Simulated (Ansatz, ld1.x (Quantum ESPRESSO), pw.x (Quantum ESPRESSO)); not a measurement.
# What a changed setting does to a pw.x run (bcc Ni)

Potential: PAW, ld1.x (Quantum ESPRESSO) 7.5, PBE; core [Ne], reference 3s2 3p6 3d8 4s2 4p0; waves: 3s (bound): rcut 1.00, rcutus 1.20 bohr; 4s (bound): rcut 1.00, rcutus 1.20 bohr; 3p (bound): rcut 1.10, rcutus 1.20 bohr; 4p (bound, empty): rcut 1.10, rcutus 1.20 bohr; 3d (bound): rcut 1.70, rcutus 1.90 bohr; 3d channel at 1.15 Ry: rcut 1.70, rcutus 1.90 bohr; local part: all-electron potential smoothed inside 1.85 bohr (lloc = -1); core correction: Bessel-smoothed model core inside 0.95 bohr; augmentation: BESSEL, radius 0.95 bohr.

The reference run (k-mesh 16³, cutoffs 135/900 Ry, Fermi–Dirac 0.01 Ry, mixing_beta 0.4, conv_thr 1e-9, no spin) gives 0.70 GPa at 10.983 Å³/atom, where all-electron LAPW gives -0.48 GPa. This run, with its own iteration cap, changes ecutrho/ecutwfc to 16.

```
&control
  calculation='scf', prefix='x', pseudo_dir='./', outdir='./tmp', tstress=.true., disk_io='none'
/
&system
  ibrav=0, nat=1, ntyp=1, ecutwfc=135, ecutrho=2160, nbnd=17,
  occupations='smearing', smearing='fd', degauss=0.01
/
&electrons
  conv_thr=1e-09, mixing_beta=0.4, electron_maxstep=50
/
ATOMIC_SPECIES
Ni 1.0 Ni.UPF
CELL_PARAMETERS angstrom
  -1.40029756 1.40029756 1.40029756
  1.40029756 -1.40029756 1.40029756
  1.40029756 1.40029756 -1.40029756
ATOMIC_POSITIONS crystal
Ni 0.0000 0.0000 0.0000
K_POINTS automatic
16 16 16 0 0 0
```

```bash
pw.x < Ni.scf.in > Ni.scf.out
```

Question: How does the run end?

Answer: It converges in 9 iterations; the free energy moves by +8.7 meV/atom and the pressure by -0.54 GPa.

```
Message from routine setup:
     using ibrav=0 with symmetry is DISCOURAGED, use correct ibrav instead
     lattice parameter (alat)  =       4.5833  a.u.
     unit-cell volume          =      74.1170 (a.u.)^3
     number of electrons       =        18.00
     number of Kohn-Sham states=           17
     kinetic-energy cutoff     =     135.0000  Ry
     charge density cutoff     =    2160.0000  Ry
     scf convergence threshold =      1.0E-09
     Exchange-correlation= SLA  PW   PBX  PBC
     number of k points=   145  Fermi-Dirac smearing, width (Ry)=  0.0100
     iteration #  1     ecut=   135.00 Ry     beta= 0.40
     total energy              =    -429.15994766 Ry
     estimated scf accuracy    <       0.01040180 Ry
     iteration #  2     ecut=   135.00 Ry     beta= 0.40
     total energy              =    -429.16024868 Ry
     estimated scf accuracy    <       0.00346783 Ry
     iteration #  3     ecut=   135.00 Ry     beta= 0.40
     total energy              =    -429.16029943 Ry
     estimated scf accuracy    <       0.00011890 Ry
     [... 3 iterations left out ...]
     iteration #  7     ecut=   135.00 Ry     beta= 0.40
     total energy              =    -429.16033908 Ry
     estimated scf accuracy    <       0.00000001 Ry
     iteration #  8     ecut=   135.00 Ry     beta= 0.40
     total energy              =    -429.16033921 Ry
     estimated scf accuracy    <          1.0E-09 Ry
     iteration #  9     ecut=   135.00 Ry     beta= 0.40
     the Fermi energy is    16.3171 ev
!    total energy              =    -429.16033928 Ry
     estimated scf accuracy    <          1.6E-11 Ry
     smearing contrib. (-TS)   =      -0.00936739 Ry
     convergence has been achieved in   9 iterations
          total   stress  (Ry/bohr**3)                   (kbar)     P=        1.56
     Message from routine punch:
     Nothing written, as per user request (disk_io='none')
```

The run took about 2.1 min on one core of a shared server CPU.
